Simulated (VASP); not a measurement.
Here is a VASP 6.6.1 calculation.

File INCAR:

```
ALGO = Normal
EDIFF = 1E-6
EDIFFG = -0.01
ENCUT = 600
GGA = PE
IBRION = 2
ISIF = 3
ISMEAR = 1
IVDW = 12
LASPH = True
LCHARG = False
LREAL = False
LWAVE = False
NELM = 80
NSW = 90
PREC = Accurate
SIGMA = 0.1
```

KPOINTS

```
k-points
0
Gamma
  20 20 20
```

The input POSCAR:

```
W
1.0
   -1.5823450000      1.5823450000      1.5823450000
    1.5823450000     -1.5823450000      1.5823450000
    1.5823450000      1.5823450000     -1.5823450000
W
1
Direct
    0.0000000000      0.0000000000      0.0000000000
```

Potentials or basis: VASP PAW PBE potentials, release 64 (W_sv).

Launch:

```sh
$ cat potpaw_PBE.64/W_sv/POTCAR > POTCAR
$ mpirun -np 1 vasp_std > vasp.out
```

(1) Estimate the relaxed cell.

(2) Estimate the dispersion energy per atom.

(3) Estimate the relaxed volume.

(4) Estimate the band gap on the k mesh.

## Answers

(1) a = 2.738 Å, b = 2.738 Å, c = 2.738 Å, α = 109.47°, β = 109.47°, γ = 109.47°.

(2) -0.698 eV.

(3) 15.80 Å³/atom.

(4) none (metal or under the smearing width).

Caveat: pairwise dispersion overbinds metals, which lowers pressure and volume.
